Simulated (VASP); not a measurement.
## VASP 6.6.1 run: InAs

INCAR

```
NBANDS = 16
MAGMOM = -0.5 0.5
EDIFF = 1E-7
NELECT = 17.5
LWAVE = .FALSE.
LASPH = .TRUE.
LREAL = .FALSE.
GGA = CA
NSW = 0
ISIF = 2
ISMEAR = -1
PREC = Accurate
SIGMA = 0.02
ALGO = Normal
IBRION = -1
LCHARG = .FALSE.
ENCUT = 520
ISPIN = 2
NELM = 78
```

KPOINTS

```
KPOINTS created by Atomic Simulation Environment
0
Gamma
8 8 8
0 0 0
```

POSCAR

```
In As
 1.0000000000000000
    -0.0000000000000000    2.8414336897063346    2.8414336897063346
     2.8414336897063346   -0.0000000000000000    2.8414336897063346
     2.8414336897063346    2.8414336897063346   -0.0000000000000000
 In  As
   1   1
Cartesian
 -0.0000000000000000 -0.0000000000000000 -0.0000000000000000
  2.8414336897063341  2.8414336897063341  2.8414336897063341
```

The recommended LDA PAW datasets give the neutral cell 18 valence electrons.

Command

```
mpirun -np 1 vasp_std
```

Problem. How does this run end, and what does it give?

Solution. It converged. Results: pressure -22.9 GPa; magnetic moment of the cell 0.00 μB.

OSZICAR

```
N       E                     dE             d eps       ncg     rms          rms(c)
DAV:   1     0.102423243540E+03    0.10242E+03   -0.76031E+03  1856   0.117E+03
DAV:   2    -0.527639515817E+01   -0.10770E+03   -0.10291E+03  2064   0.293E+02
DAV:   3    -0.116208182281E+02   -0.63444E+01   -0.62667E+01  2416   0.684E+01
DAV:   4    -0.117687734695E+02   -0.14796E+00   -0.14791E+00  2264   0.111E+01
DAV:   5    -0.117753330925E+02   -0.65596E-02   -0.65595E-02  2728   0.205E+00    0.459E+00
DAV:   6    -0.117414608348E+02    0.33872E-01   -0.21437E-01  2384   0.952E+00    0.214E+00
DAV:   7    -0.117343754888E+02    0.70853E-02   -0.28489E-02  2760   0.177E+00    0.105E+00
DAV:   8    -0.117324082046E+02    0.19673E-02   -0.32728E-03  2408   0.534E-01    0.359E-01
DAV:   9    -0.117317993778E+02    0.60883E-03   -0.49020E-04  2600   0.305E-01    0.156E-01
DAV:  10    -0.117316574358E+02    0.14194E-03   -0.10751E-04  2552   0.134E-01    0.246E-02
DAV:  11    -0.117316574308E+02    0.50275E-08   -0.10127E-05  2560   0.379E-02    0.153E-02
DAV:  12    -0.117316587517E+02   -0.13209E-05   -0.17329E-06  2328   0.159E-02    0.733E-03
DAV:  13    -0.117316581032E+02    0.64844E-06   -0.36758E-07  2376   0.104E-02    0.262E-03
DAV:  14    -0.117316578587E+02    0.24451E-06   -0.41069E-08  1344   0.337E-03    0.565E-04
DAV:  15    -0.117316578579E+02    0.86084E-09   -0.16055E-08  1272   0.145E-03
   1 F= -.11731658E+02 E0= -.11730717E+02  d E =-.188101E-02  mag=    -0.0000
```

Standard output (part)

```
POSCAR found type information on POSCAR InAs
 POSCAR found :  2 types and       2 ions
 LDA part: xc-table for (Slater(with rela. corr.)+CA(PZ))
 , standard interpolation
 POSCAR, INCAR and KPOINTS ok, starting setup
 WAVECAR not read
 entering main loop
 the old and the new charge density differ
    0.459E+00
```

The cell is charged and sits in a uniform background.

For comparison, a separate LDA run of the intended cell, on usual settings and not on those above, gives a gap of -2.72 eV on its mesh and a pressure of -2.8 GPa.
